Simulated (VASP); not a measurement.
# P (Cmce) in VASP: band structure with PBE+D3(BJ)

Aim: the band structure of P with PBE+D3(BJ).

Program: VASP 6.6.1. These are calculated values, not measurements. Logs are shortened: lines on timing, memory, paths and dates and some standing lists are left out, and cuts for length are marked.

## 1. The structure

It takes space group Cmce (No. 64, orthorhombic). The conventional cell has a = 3.316 Å, b = 10.202 Å, c = 4.178 Å, α = 90.00°, β = 90.00°, γ = 90.00°. Around P (site symmetry m) lie 3 P at 2.22 to 2.25 Å.

## 2. Band structure, PBE+D3(BJ)

File INCAR:

```
PREC = Accurate ; ENCUT = 700
EDIFF = 1E-7 ; ISMEAR = 0
SIGMA = 0.02 ; LREAL = False
LASPH = True ; NELM = 100
ALGO = Normal ; ISIF = 2
LWAVE = False ; LCHARG = False
GGA = PE ; IVDW = 12
```

File KPOINTS:

```
regular mesh
0
Gamma
  10 10 8
```

File POSCAR:

```
P                                       
1.0
    1.6582154052     -5.1007558189      0.0000000000
    1.6582154052      5.1007558189      0.0000000000
    0.0000000000      0.0000000000      4.1778629319
  P             
     4
Direct
     0.8940195861750055    0.1059804138249945    0.0728728915798840
     0.6059804138249945    0.3940195861750055    0.5728728915798840
     0.1059804138249945    0.8940195861750055    0.9271271084201160
     0.3940195861750055    0.6059804138249945    0.4271271084201160
```

File KPOINTS_OPT:

```
path GXSRAZGYX1A1TY,ZT
20
line-mode
reciprocal
 0.0000000000  0.0000000000  0.0000000000  G
 0.2750161111  0.2750161111  0.0000000000  X

 0.2750161111  0.2750161111  0.0000000000  X
 0.0000000000  0.5000000000  0.0000000000  S

 0.0000000000  0.5000000000  0.0000000000  S
 0.0000000000  0.5000000000  0.5000000000  R

 0.0000000000  0.5000000000  0.5000000000  R
 0.2750161111  0.2750161111  0.5000000000  A

 0.2750161111  0.2750161111  0.5000000000  A
 0.0000000000  0.0000000000  0.5000000000  Z

 0.0000000000  0.0000000000  0.5000000000  Z
 0.0000000000  0.0000000000  0.0000000000  G

 0.0000000000  0.0000000000  0.0000000000  G
-0.5000000000  0.5000000000  0.0000000000  Y

-0.5000000000  0.5000000000  0.0000000000  Y
-0.2750161111  0.7249838889  0.0000000000  X1

-0.2750161111  0.7249838889  0.0000000000  X1
-0.2750161111  0.7249838889  0.5000000000  A1

-0.2750161111  0.7249838889  0.5000000000  A1
-0.5000000000  0.5000000000  0.5000000000  T

-0.5000000000  0.5000000000  0.5000000000  T
-0.5000000000  0.5000000000  0.0000000000  Y

 0.0000000000  0.0000000000  0.5000000000  Z
-0.5000000000  0.5000000000  0.5000000000  T
```

Potentials or basis: VASP PAW PBE potentials, release 64 (P).

Command:

```
$ cat potpaw_PBE.64/P/POTCAR > POTCAR
$ mpirun -np 1 vasp_std > vasp.out
```

OUTCAR:

```text
PREC = Accurate
   ENCUT = 700
   EDIFF = 1E-7
   ISMEAR = 0
   LREAL = False
   LASPH = True
   NELM = 100
   ISIF = 2
   GGA = PE
   IVDW = 12
 IVDW          = 12

 ion  position               nearest neighbor table
   1  0.894  0.106  0.073-   4 2.22   4 2.22   3 2.25
   2  0.606  0.394  0.573-   3 2.22   3 2.22   4 2.25
   3  0.106  0.894  0.927-   2 2.22   2 2.22   1 2.25
   4  0.394  0.606  0.427-   1 2.22   1 2.22   2 2.25

  LATTYP: Found a base centered orthorhombic cell.
 ALAT       =     3.3164308104
 B/A-ratio  =     3.0760514001
 C/A-ratio  =     1.2597467491

  Lattice vectors:

 A1 = (   1.6582154052,  -5.1007558189,   0.0000000000)
 A2 = (   1.6582154052,   5.1007558189,   0.0000000000)
 A3 = (   0.0000000000,   0.0000000000,   4.1778629319)

Analysis of symmetry for initial positions (statically):
=====================================================================
 Subroutine PRICEL returns:
 Original cell was already a primitive cell.

 Routine SETGRP: Setting up the symmetry group for a
 base centered orthorhombic supercell.

 Subroutine GETGRP returns: Found  8 space group operations
 (whereof  4 operations were pure point group operations)
 out of a pool of  8 trial point group operations.

The static configuration has the point symmetry C_2h.
 The point group associated with its full space group is D_2h.

Analysis of symmetry for dynamics (positions and initial velocities):
=====================================================================
 Subroutine PRICEL returns:
 Original cell was already a primitive cell.

 Routine SETGRP: Setting up the symmetry group for a
 base centered orthorhombic supercell.

 Subroutine GETGRP returns: Found  8 space group operations
 (whereof  4 operations were pure point group operations)
 out of a pool of  8 trial point group operations.

The dynamic configuration has the point symmetry C_2h.
 The point group associated with its full space group is D_2h.

 Subroutine INISYM returns: Found  8 space group operations
 (whereof  4 operations are pure point group operations),
 and found     1 'primitive' translations

----------------------------------------------------------------------------------------

                                     Primitive cell

  volume of cell :      70.6740

  direct lattice vectors                    reciprocal lattice vectors
     1.658215405 -5.100755819  0.000000000     0.301528980 -0.098024688  0.000000000
     1.658215405  5.100755819  0.000000000     0.301528980  0.098024688  0.000000000
     0.000000000  0.000000000  4.177862932     0.000000000  0.000000000  0.239356823

  length of vectors
     5.363523865  5.363523865  4.177862932     0.317062400  0.317062400  0.239356823

  position of ions in fractional coordinates (direct lattice)
     0.894019586  0.105980414  0.072872892
     0.605980414  0.394019586  0.572872892
     0.105980414  0.894019586  0.927127108
     0.394019586  0.605980414  0.427127108

  ion indices of the primitive-cell ions
   primitive index   ion index
                 1           1
                 2           2
                 3           3
                 4           4

----------------------------------------------------------------------------------------

 KPOINTS: regular mesh

Automatic generation of k-mesh.
 Grid dimensions read from file:
 generate k-points for:   10   10    8

 Generating k-lattice:

  Cartesian coordinates                     Fractional coordinates (reciprocal lattice)
     0.030152898 -0.009802469  0.000000000     0.100000000  0.000000000  0.000000000
     0.030152898  0.009802469  0.000000000     0.000000000  0.100000000  0.000000000
     0.000000000  0.000000000  0.029919603     0.000000000  0.000000000  0.125000000

  Length of vectors
     0.031706240  0.031706240  0.029919603

  Shift w.r.t. Gamma in fractional coordinates (k-lattice)
     0.000000000  0.000000000  0.000000000

 Subroutine IBZKPT returns following result:
 ===========================================

 Found    155 irreducible k-points:

 Following reciprocal coordinates:
            Coordinates               Weight
  0.000000  0.000000  0.000000      1.000000
  0.100000  0.000000  0.000000      4.000000
  0.200000  0.000000  0.000000      4.000000
  0.300000  0.000000  0.000000      4.000000
  0.400000 -0.000000  0.000000      4.000000
  0.500000 -0.000000  0.000000      2.000000
[... 16 lines left out ...]
  0.300000  0.300000  0.000000      2.000000
  0.400000  0.300000  0.000000      4.000000
 [... further k-points ...]
   k-points           NKPTS =    155   k-points in BZ     NKDIM =    155   number of bands    NBANDS=     14
   number of dos      NEDOS =    301   number of ions     NIONS =      4
   total plane-waves  NPLWV =  82944
   dimension x,y,z NGX =    48 NGY =   48 NGZ =   36
   dimension x,y,z NGXF=    96 NGYF=   96 NGZF=   72
   ions per type =               4
   NGX,Y,Z   is equivalent  to a cutoff of  14.88, 14.88, 14.33 a.u.
   NGXF,Y,Z  is equivalent  to a cutoff of  29.76, 29.76, 28.65 a.u.
 SYSTEM =  unknown system
   PREC   = accura    normal or accurate (medium, high low for compatibility)
   ISTART =      0    job   : 0-new  1-cont  2-samecut
   ICHARG =      2    charge: 1-file 2-atom 10-const
   ISPIN  =      1    spin polarized calculation?
   LNONCOLLINEAR =      F non collinear calculations
   LSORBIT =      F    spin-orbit coupling
   LASPH  =      T    aspherical Exc in radial PAW
   ENCUT  =  700.0 eV  51.45 Ry    7.17 a.u.  11.57 11.57  9.01*2*pi/ulx,y,z
   NELM   =    100;   NELMIN=  2; NELMDL= -5     # of ELM steps
   EDIFF  = 0.1E-06   stopping-criterion for ELM
   LREAL  =      F    real-space projection
   EDIFFG = 0.1E-05   stopping-criterion for IOM
   NSW    =      0    number of steps for IOM
   IBRION =     -1    ionic relax: 0-MD 1-quasi-New 2-CG
   NFREE  =      0    steps in history (QN), initial steepest desc. (CG)
   ISIF   =      2    stress and relaxation
   ISYM   =      2    0-nonsym 1-usesym 2-fastsym
   POTIM  = 0.5000    time-step for ionic-motion
   TEBEG  =    0.0;   TEEND  =   0.0 temperature during run
   PSTRESS=    0.0 pullay stress
   NELECT =      20.0000    total number of electrons
   NUPDOWN=      -1.0000    fix difference up-down
   EMIN   =  10.00;   EMAX   =-10.00  energy-range for DOS
   EFERMI =   0.00;   METHOD = LEGACY
   ISMEAR =     0;   SIGMA  =   0.02  broadening in eV -4-tet -1-fermi 0-gaus
   EFERMI_NEDOS =   21; number of points for ismear=-14 and -15
   IALGO  =     38    algorithm
   IMIX   =      4    mixing-type and parameters
     AMIX     =   0.40;   BMIX     =  1.00
     AMIX_MAG =   1.60;   BMIX_MAG =  1.00
  volume/ion in A,a.u.               =      17.67       119.23
  Fermi-wavevector in a.u.,A,eV,Ry     =   1.074810  2.031096 15.717669  1.155216
  Thomas-Fermi vector in A             =   2.210649
   LORBIT       =      0    0 simple, 1 ext, 2 COOP (PROOUT), +10 PAW based schemes
   GGA     = PE    functional components
   LHFCALC =     F    Hartree Fock is set to
   AEXX    =    0.0000 exact exchange contribution
   IVDW    =    12    specifies the selected vdW correction
   LEPSILON=     F    determine dielectric tensor
   LRPA    =     F    only Hartree local field effects (RPA)
 non-spin polarized calculation
 Gauss-broadening in eV      SIGMA  =   0.02
  energy-cutoff  :      700.00
  volume of cell :       70.67
 maximum number of plane-waves:      2998
 NGX is ok and might be reduce to    48
   NGX = 23   NGY = 23   NGZ = 19

 number of electron      20.0000000 magnetization

 Free energy of the ion-electron system (eV)
  ---------------------------------------------------
  ext. energy  EPLUGINS =         0.00000000
  ---------------------------------------------------
  free energy    TOTEN  =       -21.38031863 eV

  energy without entropy =      -21.38024548  energy(sigma->0) =      -21.38028205

 E-fermi :   7.4708     XC(G=0): -10.2488

 val. band max:        7.3672432828   @ k =  -0.4000   0.3000   0.0000
 cond. band min:       7.4727944891   @ k =   0.5000   0.1000   0.0000
 fundamental gap:      0.1055512063
 Fermi energy:         7.4708006441

 k-point     1 :       0.0000    0.0000    0.0000
  band No.  band energies     occupation
      1      -8.6395      2.00000
      2      -5.3050      2.00000
      3      -1.7971      2.00000
      4       0.0903      2.00000
      5       2.2795      2.00000
      6       3.1143      2.00000
      7       3.2978      2.00000
      8       4.5097      2.00000
      9       4.7256      2.00000
     10       6.0070      2.00000
     11       8.3842      0.00000
     12       8.6167      0.00000
     13       9.2872      0.00000
     14      10.8158      0.00000

 k-point     2 :       0.1000    0.0000    0.0000
  band No.  band energies     occupation
      1      -8.5126      2.00000
      2      -5.2044      2.00000
      3      -1.9051      2.00000
      4       0.2228      2.00000
      5       2.3967      2.00000
      6       2.5326      2.00000
      7       2.7786      2.00000
      8       4.5554      2.00000
      9       4.5605      2.00000
     10       6.1682      2.00000
     11       8.5206      0.00000
     12       9.4469      0.00000
     13      10.1844      0.00000
     14      10.2044      0.00000
[... 343 lines left out ...]
      1      -6.4420      2.00000
      2      -4.5892      2.00000
      3      -4.2072      2.00000
      4      -1.0703      2.00000
      5       2.0075      2.00000
      6       2.6377      2.00000
      7       3.3425      2.00000
      8       4.0780      2.00000
      9       4.8565      2.00000
     10       5.3804      2.00000
     11       7.8086      0.00000
     12       8.2584      0.00000
     13       8.5914      0.00000
     14       9.7631      0.00000

 k-point    24 :       0.4000    0.3000    0.0000
  band No.  band energies     occupation
      1      -7.2493      2.00000
      2      -5.0408      2.00000
      3      -3.3834      2.00000
      4       0.2677      2.00000
      5       1.8014      2.00000
      6       2.2470      2.00000
      7       2.7197      2.00000
      8       3.8323      2.00000
      9       5.7455      2.00000
     10       5.8245      2.00000
     11       7.5905      0.00000
     12       8.2208      0.00000
     13       9.3357      0.00000
     14      10.6446      0.00000

 [... further k-points ...]

------------------------ aborting loop because EDIFF is reached ----------------------------------------

 Edisp (eV)   -1.58870

 E8    (eV) :    -0.6016

  FORCE on cell =-STRESS in cart. coord.  units (eV):
  Direction    XX          YY          ZZ          XY          YZ          ZX
  --------------------------------------------------------------------------------------
  -------------------------------------------------------------------------------------
  Total      -0.00202    -0.00217    -0.00034     0.00000     0.00000     0.00000
  in kB      -0.04590    -0.04923    -0.00760     0.00000     0.00000     0.00000
  external pressure =       -0.03 kB  Pullay stress =        0.00 kB

 VOLUME and BASIS-vectors are now :
 -----------------------------------------------------------------------------
  energy-cutoff  :      700.00
  volume of cell :       70.67
      direct lattice vectors                 reciprocal lattice vectors
     1.658215405 -5.100755819  0.000000000     0.301528980 -0.098024688  0.000000000
     1.658215405  5.100755819  0.000000000     0.301528980  0.098024688  0.000000000
     0.000000000  0.000000000  4.177862932     0.000000000  0.000000000  0.239356823

 POSITION                                       TOTAL-FORCE (eV/Angst)
 -----------------------------------------------------------------------------------
      1.65822     -4.01960      0.30445         0.000000      0.000015     -0.001792
      1.65822     -1.08116      2.39338         0.000000     -0.000015     -0.001792
      1.65822      4.01960      3.87341         0.000000     -0.000015      0.001792
      1.65822      1.08116      1.78448         0.000000      0.000015      0.001792
 -----------------------------------------------------------------------------------
    total drift:                                0.000000     -0.000000      0.000000

  FREE ENERGIE OF THE ION-ELECTRON SYSTEM (eV)
  ---------------------------------------------------
  free  energy   TOTEN  =       -22.9690228158 eV

  energy  without entropy=      -22.9689496602  energy(sigma->0) =      -22.96898624
```

It took 4.7 min on 1 thread of Intel Xeon 6975P-C (Granite Rapids), shared host; peak memory 0.48 GiB.

What came out:

```yaml
Free_energy: -22.9690 eV
Pressure: 0.0 GPa
Band_gap_along_the_path: none (metal or under the smearing width)
Dispersion_energy_per_atom: -0.397 eV
```

Levels at the corners of the path, in eV from the Fermi level:
```csv
point,band 7,band 8,band 9,band 10,band 11,band 12,band 13,band 14
Γ,-4.17,-2.96,-2.75,-1.46,0.91,1.15,1.82,3.34
X,-3.73,-3.32,-2.94,-2.22,0.50,0.62,1.14,1.76
X,-3.73,-3.32,-2.94,-2.22,0.50,0.62,1.14,1.76
S,-3.32,-3.32,-2.75,-2.75,0.74,0.74,1.00,1.00
S,-3.32,-3.32,-2.75,-2.75,0.74,0.74,1.00,1.00
R,-5.85,-5.85,-2.18,-2.18,1.53,1.53,4.62,4.62
R,-5.85,-5.85,-2.18,-2.18,1.53,1.53,4.62,4.62
A,-4.81,-4.81,-2.22,-2.22,1.99,1.99,4.06,4.06
A,-4.81,-4.81,-2.22,-2.22,1.99,1.99,4.06,4.06
Z,-3.19,-3.19,-0.98,-0.98,1.40,1.40,2.18,2.18
Z,-3.19,-3.19,-0.98,-0.98,1.40,1.40,2.18,2.18
Γ,-4.17,-2.96,-2.75,-1.46,0.91,1.15,1.82,3.34
Γ,-4.17,-2.96,-2.75,-1.46,0.91,1.15,1.82,3.34
Y,-4.45,-2.26,-1.89,-0.42,0.40,0.55,2.38,3.06
Y,-4.45,-2.26,-1.89,-0.42,0.40,0.55,2.38,3.06
X1,-3.73,-3.32,-2.94,-2.22,0.50,0.62,1.14,1.76
X1,-3.73,-3.32,-2.94,-2.22,0.50,0.62,1.14,1.76
A1,-4.81,-4.81,-2.22,-2.22,1.99,1.99,4.06,4.06
A1,-4.81,-4.81,-2.22,-2.22,1.99,1.99,4.06,4.06
T,-2.52,-2.52,-1.36,-1.36,1.26,1.26,2.65,2.66
T,-2.52,-2.52,-1.36,-1.36,1.26,1.26,2.65,2.66
Y,-4.45,-2.26,-1.89,-0.42,0.40,0.55,2.38,3.06
Z,-3.19,-3.19,-0.98,-0.98,1.40,1.40,2.18,2.18
T,-2.52,-2.52,-1.36,-1.36,1.26,1.26,2.65,2.66
```

Caveat: pairwise dispersion overbinds metals, which lowers pressure and volume.
